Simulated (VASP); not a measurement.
# HgTe (Coloradoite) (F-43m) in VASP: a series of runs, part 2 of 2

VASP 6.6.1. The steps go on from the part before.

## Step 3: Relaxation of cell and atoms, PBEsol

This run uses another cell than the first one, of 33.22 Å³/atom, 0.948 times its volume.

INCAR

```
  ALGO = Normal
  EDIFF = 1E-6
  EDIFFG = -0.01
  ENCUT = 600
  GGA = PS
  IBRION = 2
  ISIF = 3
  ISMEAR = 0
  KPAR = 8
  LASPH = T
  LCHARG = F
  LREAL = F
  LWAVE = F
  NELM = 80
  NSW = 90
  PREC = Accurate
  SIGMA = 0.03
```

KPOINTS

```
k-points
0
Gamma
  10 10 10
```

POSCAR

```
HgTe
1.0
    0.0000000000      3.2145000000      3.2145000000
    3.2145000000      0.0000000000      3.2145000000
    3.2145000000      3.2145000000      0.0000000000
Hg Te
1 1
Direct
    0.0000000000      0.0000000000      0.0000000000
    0.2500000000      0.2500000000      0.2500000000
```

Potentials or basis: VASP PAW PBE potentials, release 64 (Hg, Te).

Started as:

```sh
cat potpaw_PBE.64/Hg/POTCAR potpaw_PBE.64/Te/POTCAR > POTCAR
mpirun -np 8 vasp_std > vasp.out
```

OUTCAR:

```text
EDIFF = 1E-6
   EDIFFG = -0.01
   ENCUT = 600
   GGA = PS
   IBRION = 2
   ISIF = 3
   ISMEAR = 0
   LASPH = T
   LREAL = F
   NELM = 80
   NSW = 90
   PREC = Accurate

 ion  position               nearest neighbor table
   1  0.000  0.000  0.000-   2 2.78   2 2.78   2 2.78   2 2.78
   2  0.250  0.250  0.250-   1 2.78   1 2.78   1 2.78   1 2.78

  LATTYP: Found a face centered cubic cell.
 ALAT       =     6.4290000000

  Lattice vectors:

 A1 = (   0.0000000000,   3.2145000000,   3.2145000000)
 A2 = (   3.2145000000,   0.0000000000,   3.2145000000)
 A3 = (   3.2145000000,   3.2145000000,   0.0000000000)

Analysis of symmetry for initial positions (statically):
=====================================================================
 Subroutine PRICEL returns:
 Original cell was already a primitive cell.

 Routine SETGRP: Setting up the symmetry group for a
 face centered cubic supercell.

 Subroutine GETGRP returns: Found 24 space group operations
 (whereof 24 operations were pure point group operations)
 out of a pool of 48 trial point group operations.

The static configuration has the point symmetry T_d .

Analysis of symmetry for dynamics (positions and initial velocities):
=====================================================================
 Subroutine PRICEL returns:
 Original cell was already a primitive cell.

 Routine SETGRP: Setting up the symmetry group for a
 face centered cubic supercell.

 Subroutine GETGRP returns: Found 24 space group operations
 (whereof 24 operations were pure point group operations)
 out of a pool of 48 trial point group operations.

The dynamic configuration has the point symmetry T_d .

 Subroutine INISYM returns: Found 24 space group operations
 (whereof 24 operations are pure point group operations),
 and found     1 'primitive' translations

----------------------------------------------------------------------------------------

                                     Primitive cell

  volume of cell :      66.4309

  direct lattice vectors                    reciprocal lattice vectors
     0.000000000  3.214500000  3.214500000    -0.155545186  0.155545186  0.155545186
     3.214500000  0.000000000  3.214500000     0.155545186 -0.155545186  0.155545186
     3.214500000  3.214500000  0.000000000     0.155545186  0.155545186 -0.155545186

  length of vectors
     4.545989496  4.545989496  4.545989496     0.269412165  0.269412165  0.269412165

  position of ions in fractional coordinates (direct lattice)
     0.000000000  0.000000000  0.000000000
     0.250000000  0.250000000  0.250000000

  ion indices of the primitive-cell ions
   primitive index   ion index
                 1           1
                 2           2

----------------------------------------------------------------------------------------

 KPOINTS: k-points

Automatic generation of k-mesh.
 Grid dimensions read from file:
 generate k-points for:   10   10   10

 Generating k-lattice:

  Cartesian coordinates                     Fractional coordinates (reciprocal lattice)
    -0.015554519  0.015554519  0.015554519     0.100000000  0.000000000  0.000000000
     0.015554519 -0.015554519  0.015554519     0.000000000  0.100000000  0.000000000
[... 54 lines left out ...]
   LSORBIT =      F    spin-orbit coupling
   LASPH  =      T    aspherical Exc in radial PAW
   ENCUT  =  600.0 eV  44.10 Ry    6.64 a.u.   9.08  9.08  9.08*2*pi/ulx,y,z
   NELM   =     80;   NELMIN=  2; NELMDL= -5     # of ELM steps
   EDIFF  = 0.1E-05   stopping-criterion for ELM
   LREAL  =      F    real-space projection
   EDIFFG = -.1E-01   stopping-criterion for IOM
   NSW    =     90    number of steps for IOM
   IBRION =      2    ionic relax: 0-MD 1-quasi-New 2-CG
   NFREE  =      1    steps in history (QN), initial steepest desc. (CG)
   ISIF   =      3    stress and relaxation
   ISYM   =      2    0-nonsym 1-usesym 2-fastsym
   POTIM  = 0.5000    time-step for ionic-motion
   TEBEG  =    0.0;   TEEND  =   0.0 temperature during run
   PSTRESS=    0.0 pullay stress
   NELECT =      18.0000    total number of electrons
   NUPDOWN=      -1.0000    fix difference up-down
   EMIN   =  10.00;   EMAX   =-10.00  energy-range for DOS
   EFERMI =   0.00;   METHOD = LEGACY
   ISMEAR =     0;   SIGMA  =   0.03  broadening in eV -4-tet -1-fermi 0-gaus
   EFERMI_NEDOS =   21; number of points for ismear=-14 and -15
   IALGO  =     38    algorithm
   IMIX   =      4    mixing-type and parameters
     AMIX     =   0.40;   BMIX     =  1.00
     AMIX_MAG =   1.60;   BMIX_MAG =  1.00
  volume/ion in A,a.u.               =      33.22       224.15
  Fermi-wavevector in a.u.,A,eV,Ry     =   1.059357  2.001894 15.268958  1.122237
  Thomas-Fermi vector in A             =   2.194699
   LORBIT       =      0    0 simple, 1 ext, 2 COOP (PROOUT), +10 PAW based schemes
   GGA     = PS    functional components
   LHFCALC =     F    Hartree Fock is set to
   AEXX    =    0.0000 exact exchange contribution
   IVDW    =     0    specifies the selected vdW correction
   LEPSILON=     F    determine dielectric tensor
   LRPA    =     F    only Hartree local field effects (RPA)
 conjugate gradient relaxation of ions
 non-spin polarized calculation
 Gauss-broadening in eV      SIGMA  =   0.03
  energy-cutoff  :      600.00
  volume of cell :       66.43
 maximum number of plane-waves:      2252
   NGX = 19   NGY = 19   NGZ = 19

--------------------------------------- Ionic step        1  -------------------------------------------

 number of electron      18.0000000 magnetization

 Free energy of the ion-electron system (eV)
  ---------------------------------------------------
  ext. energy  EPLUGINS =         0.00000000
  ---------------------------------------------------
  free energy    TOTEN  =        -4.36100021 eV

  energy without entropy =       -4.36095393  energy(sigma->0) =       -4.36097707

------------------------ aborting loop because EDIFF is reached ----------------------------------------

  FORCE on cell =-STRESS in cart. coord.  units (eV):
  Direction    XX          YY          ZZ          XY          YZ          ZX
  --------------------------------------------------------------------------------------
  -------------------------------------------------------------------------------------
  Total        0.7815624      0.7815624      0.7815624      0.0000000      0.0000000      0.0000000
  in kB       18.8496778     18.8496778     18.8496778      0.0000000      0.0000000      0.0000000
  external PRESSURE =      18.8496778 kB  Pullay stress =       0.0000000 kB
[... 59 lines left out ...]
--------------------------------------- Ionic step        3  -------------------------------------------

 number of electron      18.0000002 magnetization

 Free energy of the ion-electron system (eV)
  ---------------------------------------------------
  ext. energy  EPLUGINS =         0.00000000
  ---------------------------------------------------
  free energy    TOTEN  =        -4.37647681 eV

  energy without entropy =       -4.37643053  energy(sigma->0) =       -4.37645367

 E-fermi :   2.7101     XC(G=0):  -8.8275

 val. band max:        2.7009539986   @ k =   0.0000   0.0000   0.0000
 cond. band min:       3.1800934811   @ k =   0.1000   0.0000   0.0000
 fundamental gap:      0.4791394824
 Fermi energy:         2.7100910903

 k-point     1 :       0.0000    0.0000    0.0000
  band No.  band energies     occupation
      1      -9.1519      2.00000
      2      -4.5062      2.00000
      3      -4.5062      2.00000
      4      -4.5062      2.00000
      5      -3.9993      2.00000
      6      -3.9993      2.00000
      7       1.8399      2.00000
      8       2.7010      1.33333
      9       2.7010      1.33333
     10       2.7010      1.33333
     11       6.9246      0.00000
     12       6.9246      0.00000
     13       6.9246      0.00000
[... 354 lines left out ...]
  band No.  band energies     occupation
      1      -8.5697      2.00000
      2      -4.3579      2.00000
      3      -4.2674      2.00000
      4      -4.2394      2.00000
      5      -3.9547      2.00000
      6      -3.9090      2.00000
      7      -1.7829      2.00000
      8       0.7338      2.00000
      9       0.9187      2.00000
     10       4.7345      0.00000
     11       5.6470      0.00000
     12       9.0663      0.00000
     13       9.8170      0.00000

 [... further k-points ...]

------------------------ aborting loop because EDIFF is reached ----------------------------------------

  FORCE on cell =-STRESS in cart. coord.  units (eV):
  Direction    XX          YY          ZZ          XY          YZ          ZX
  --------------------------------------------------------------------------------------
  -------------------------------------------------------------------------------------
  Total        0.0001997      0.0001997      0.0001997      0.0000000     -0.0000000     -0.0000000
  in kB        0.0046263      0.0046263      0.0046263      0.0000000     -0.0000000     -0.0000000
  external PRESSURE =       0.0046263 kB  Pullay stress =       0.0000000 kB
[... 17 lines left out ...]
  FREE ENERGIE OF THE ION-ELECTRON SYSTEM (eV)
  ---------------------------------------------------
  free  energy   TOTEN  =        -4.3764768106 eV

  energy  without entropy=       -4.3764305318  energy(sigma->0) =       -4.37645367

 reached required accuracy - stopping structural energy minimisation
```

Run time: 14 s. Hardware: 8 MPI ranks of AMD EPYC 9R45 (Zen 5), shared host; peak memory 0.26 GiB.

Results:

```
Free energy                            : -4.3765 eV
Relaxed volume                         : 34.58 Å³/atom
Relaxed cell                           : a = 4.608 Å, b = 4.608 Å, c = 4.608 Å, α = 60.00°, β = 60.00°, γ = 60.00°
Space group after relaxing (to 0.05 Å) : F-43m (No. 216)
Energy gained by relaxing              : 7.7 meV/atom
Ionic steps                            : 3
Pressure after relaxing                : 0.0 GPa
Band gap on the k mesh                 : none (metal or under the smearing width)
```

Step by step:
| step | energy change (eV) | largest force (eV/Å) | pressure (GPa) | volume (Å³) |
| --- | --- | --- | --- | --- |
| 1 | 0.0000 | 0.0000 | 1.88 | 66.43 |
| 2 | -0.0133 | 0.0000 | -0.63 | 70.26 |
| 3 | -0.0155 | 0.0000 | 0.00 | 69.17 |

Final structure:
```
Hg Te
1.0
     0.00000    3.25801    3.25801
     3.25801    0.00000    3.25801
     3.25801    3.25801    0.00000
Hg Te
1 1
Direct
  0.00000 0.00000 0.00000
  0.25000 0.25000 0.25000
```

Levels at points of the mesh, in eV from the Fermi level:
| k point | band 7 | band 8 | band 9 | band 10 | band 11 | band 12 |
| --- | --- | --- | --- | --- | --- | --- |
| (0.00, 0.00, 0.00) | -0.87 | -0.01 | -0.01 | -0.01 | 4.21 | 4.21 |
| (0.50, 0.00, 0.00) | -5.39 | -0.96 | -0.96 | 0.63 | 4.99 | 4.99 |
| (0.50, 0.50, 0.00) | -5.35 | -2.20 | -2.20 | 1.84 | 2.43 | 8.00 |

Caveat: the PAW data sets were made with another functional, which shifts forces and pressure a little. Zero-point motion and thermal expansion aren't in these numbers.

## Step 4: Relaxation of cell and atoms, PBEsol

This run uses another cell than the first one, of 34.58 Å³/atom, 0.988 times its volume.

INCAR: that of step 3 with these lines changed.

```diff
@@ -1,4 +1,4 @@
   ALGO = Normal
-  EDIFF = 1E-6
-  EDIFFG = -0.01
+  EDIFF = 1E-7
+  EDIFFG = -0.005
   ENCUT = 600
```

KPOINTS is that of step 3.

POSCAR

```
HgTe                                    
1.0
    0.0000000000      3.2580088207      3.2580088207
    3.2580088207      0.0000000000      3.2580088207
    3.2580088207      3.2580088207      0.0000000000
  Hg              Te            
     1     1
Direct
     0.0000000000000000    0.0000000000000000    0.0000000000000000
     0.2500000000000000    0.2500000000000000    0.2500000000000000
```

Started as:

```sh
cat potpaw_PBE.64/Hg/POTCAR potpaw_PBE.64/Te/POTCAR > POTCAR
mpirun -np 8 vasp_std > vasp.out
```

Wall time 7.8 s (8 MPI ranks of AMD EPYC 9R45 (Zen 5), shared host); peak memory 0.27 GiB.

Results (log left out):

```
Free energy             : -4.3767 eV
Pressure after relaxing : 0.0 GPa
Band gap on the k mesh  : none (metal or under the smearing width)
```

Final structure:
```yaml
crystal:
  lattice:
    - [0.00000, 3.25801, 3.25801]
    - [3.25801, 0.00000, 3.25801]
    - [3.25801, 3.25801, 0.00000]
  atoms:
    - { symbol: Hg, position: [0.00000, 0.00000, 0.00000] }
    - { symbol: Te, position: [0.25000, 0.25000, 0.25000] }
```

Levels at points of the mesh, in eV from the Fermi level:
| k point | band 6 | band 7 | band 8 | band 9 | band 10 | band 11 | band 12 | band 13 |
| --- | --- | --- | --- | --- | --- | --- | --- | --- |
| (0.00, 0.00, 0.00) | -6.71 | -0.87 | -0.01 | -0.01 | -0.01 | 4.21 | 4.21 | 4.21 |
| (0.50, 0.00, 0.00) | -6.42 | -5.39 | -0.96 | -0.96 | 0.63 | 4.99 | 4.99 | 6.72 |
| (0.50, 0.50, 0.00) | -6.29 | -5.35 | -2.20 | -2.20 | 1.84 | 2.43 | 8.00 | 8.71 |

Caveat: the relaxation stopped at its first step, so nothing moved; the PAW data sets were made with another functional, which shifts forces and pressure a little.

## Step 5: Relaxation of cell and atoms, PBE+D3(BJ)

This run uses another cell than the first one, of 33.22 Å³/atom, 0.948 times its volume.

INCAR

```
SYSTEM = HgTe
PREC     = Accurate       ! precision mode
ENCUT    = 600            ! plane-wave cutoff, eV
EDIFF    = 1E-6           ! SCF threshold, eV
ISMEAR   = 0              ! smearing method
SIGMA    = 0.03           ! smearing width, eV
LREAL    = .FALSE.        ! projectors in reciprocal space
LASPH    = .TRUE.         ! aspherical terms in the spheres
NELM     = 80             ! most SCF steps
ALGO     = Normal         ! electronic algorithm
ISIF     = 3              ! what is computed and relaxed
LWAVE    = .FALSE.        ! write WAVECAR
LCHARG   = .FALSE.        ! write CHGCAR
GGA      = PE             ! functional
IVDW     = 12             ! dispersion correction
IBRION   = 2              ! ionic algorithm
NSW      = 90             ! ionic steps
EDIFFG   = -0.01          ! ionic threshold
```

KPOINTS

```
Automatic mesh
0
G
  10 10 10
  0 0 0
```

POSCAR

```
HgTe
1.0
    0.0000000000      3.2145000000      3.2145000000
    3.2145000000      0.0000000000      3.2145000000
    3.2145000000      3.2145000000      0.0000000000
Hg Te
1 1
Direct
    0.0000000000      0.0000000000      0.0000000000
    0.2500000000      0.2500000000      0.2500000000
```

Started as:

```sh
cat potpaw_PBE.64/Hg/POTCAR potpaw_PBE.64/Te/POTCAR > POTCAR
mpirun -np 1 vasp_std > vasp.out
```

It took 43 s on 1 thread of Intel Xeon Platinum 8559C (Emerald Rapids), shared host; peak memory 0.25 GiB.

The run converged. Its results:

```
Free energy                            : -4.3198 eV
Relaxed volume                         : 35.12 Å³/atom
Relaxed cell                           : a = 4.631 Å, b = 4.631 Å, c = 4.631 Å, α = 60.00°, β = 60.00°, γ = 60.00°
Space group after relaxing (to 0.05 Å) : F-43m (No. 216)
Energy gained by relaxing              : 14.5 meV/atom
Ionic steps                            : 3
Pressure after relaxing                : 0.0 GPa
Band gap on the k mesh                 : none (metal or under the smearing width)
Dispersion energy per atom             : -0.344 eV
```

The path:
```csv
step,energy change (eV),largest force (eV/Å),pressure (GPa),volume (Å³)
1,0.0000,0.0000,2.58,66.43
2,-0.0254,0.0000,-0.78,71.70
3,-0.0290,0.0000,0.01,70.24
```

Final structure:
```
Hg Te
1.0
     0.00000    3.27477    3.27477
     3.27477    0.00000    3.27477
     3.27477    3.27477    0.00000
Hg Te
1 1
Direct
  0.00000 0.00000 0.00000
  0.25000 0.25000 0.25000
```

Levels at points of the mesh, in eV from the Fermi level:
```tsv
k point	band 5	band 6	band 7	band 8	band 9	band 10	band 11	band 12	band 13
(0.00, 0.00, 0.00)	-6.66	-6.66	-0.83	-0.01	-0.01	-0.01	4.29	4.29	4.29
(0.50, 0.00, 0.00)	-6.64	-6.38	-5.24	-0.92	-0.92	0.70	5.06	5.06	6.85
(0.50, 0.50, 0.00)	-6.60	-6.25	-5.23	-2.12	-2.12	1.90	2.58	8.07	8.69
```

Caveat: pairwise dispersion overbinds metals, which lowers pressure and volume.

## Step 6: Relaxation of cell and atoms, PBE+D3(BJ)

This run uses another cell than the first one, of 35.12 Å³/atom, 1.003 times its volume.

INCAR: that of step 5 with these lines changed.

```diff
@@ -3,3 +3,3 @@
 ENCUT    = 600            ! plane-wave cutoff, eV
-EDIFF    = 1E-6           ! SCF threshold, eV
+EDIFF    = 1E-7           ! SCF threshold, eV
 ISMEAR   = 0              ! smearing method
@@ -17,2 +17,2 @@
 NSW      = 90             ! ionic steps
-EDIFFG   = -0.01          ! ionic threshold
+EDIFFG   = -0.005         ! ionic threshold
```

KPOINTS is that of step 5.

POSCAR

```
HgTe                                    
1.0
    0.0000000000      3.2747721367      3.2747721367
    3.2747721367     -0.0000000000      3.2747721367
    3.2747721367      3.2747721367     -0.0000000000
  Hg              Te            
     1     1
Direct
     0.0000000000000000    0.0000000000000000    0.0000000000000000
     0.2500000000000000    0.2500000000000000    0.2500000000000000
```

Potentials or basis: VASP PAW PBE potentials, release 64 (Hg, Te).

Started as:

```sh
cat potpaw_PBE.64/Hg/POTCAR potpaw_PBE.64/Te/POTCAR > POTCAR
mpirun -np 1 vasp_std > vasp.out
```

Wall time 30 s (1 thread of Intel Xeon Platinum 8559C (Emerald Rapids), shared host); peak memory 0.27 GiB.

It converged, with:

| Item | Value |
| --- | --- |
| Free energy | -4.3202 eV |
| Pressure after relaxing | 0.0 GPa |
| Band gap on the k mesh | none (metal or under the smearing width) |
| Dispersion energy per atom | -0.344 eV |

Final structure:
```yaml
crystal:
  lattice:
    - [0.00000, 3.27477, 3.27477]
    - [3.27477, 0.00000, 3.27477]
    - [3.27477, 3.27477, 0.00000]
  atoms:
    - { symbol: Hg, position: [0.00000, 0.00000, 0.00000] }
    - { symbol: Te, position: [0.25000, 0.25000, 0.25000] }
```

Levels at points of the mesh, in eV from the Fermi level:
```tsv
k point	band 5	band 6	band 7	band 8	band 9	band 10	band 11	band 12	band 13
(0.00, 0.00, 0.00)	-6.66	-6.66	-0.83	-0.01	-0.01	-0.01	4.29	4.29	4.29
(0.50, 0.00, 0.00)	-6.64	-6.38	-5.24	-0.92	-0.92	0.70	5.06	5.06	6.85
(0.50, 0.50, 0.00)	-6.60	-6.24	-5.23	-2.12	-2.12	1.90	2.58	8.07	8.69
```

Caveat: the relaxation stopped at its first step, so nothing moved; pairwise dispersion overbinds metals, which lowers pressure and volume.

## Step 7: Overview

```csv
level,gap on the mesh (eV),pressure (GPa)
AM05,none,0.0
PBEsol,none,0.0
PBE+D3(BJ),none,0.0
```

Alike in all rows: task relaxation of cell and atoms; potentials or basis VASP PAW PBE potentials, release 64 (Hg, Te); no spin polarisation; cell relaxed; k mesh 10 × 10 × 10; cutoff (eV) 600; smearing gaussian 0.03 eV.

Caveats: the relaxation stopped at its first step, so nothing moved; the PAW data sets were made with another functional, which shifts forces and pressure a little (some runs); pairwise dispersion overbinds metals, which lowers pressure and volume (some runs).

Absolute energies hang on the potentials; compare differences alone.
